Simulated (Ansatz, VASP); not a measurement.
## InAs: VASP beside Ansatz

```
CELL_PARAMETERS angstrom
2.86342 -2.98647 0.00000
2.86342 2.98647 0.00000
0.00000 0.00000 16.95044
ATOMIC_POSITIONS crystal
In 0.58651 0.41349 0.09028
In 0.04683 0.95317 0.75000
In 0.58651 0.41349 0.40972
In 0.95317 0.04683 0.25000
In 0.41349 0.58651 0.59028
In 0.41349 0.58651 0.90972
As 0.07610 0.92390 0.06955
As 0.44274 0.55726 0.25000
As 0.92390 0.07610 0.93045
As 0.55726 0.44274 0.75000
As 0.92390 0.07610 0.56955
As 0.07610 0.92390 0.43045
```

Alike in both runs: task single point; functional PBE; k mesh 4 × 4 × 1; occupations gaussian, width 0.1 eV; no spin polarisation.

|  | VASP | Ansatz |
| --- | --- | --- |
| version | VASP 6.6.1 | Ansatz 0.2.0 |
| potentials or method | VASP PAW PBE potentials, release 64 (In_d, As) | scalar-relativistic, plane waves, PAW |
| plane-wave cutoff (eV) | 520 | 420 |
| valence electrons in the cell | 108 | 168 |

```csv
,VASP,Ansatz,Ansatz less VASP
gap on the k mesh at the Fermi level (eV),none,none,-
pressure (GPa),0.0,0.0,-0.05
largest component of the traceless stress (GPa),1.53,1.53,-0.006
rms of the force components (eV/Å),0.074,0.080,+0.0065
```

Atom by atom the forces differ by 0.008 eV/Å (rms over components). A gap of «none» marks a metal or a gap that the smearing closes. The two sets of potentials don't hold the same shells in valence.

Caveats: the k mesh is coarse (spacing up to 0.38 Å⁻¹), so the values aren't converged.
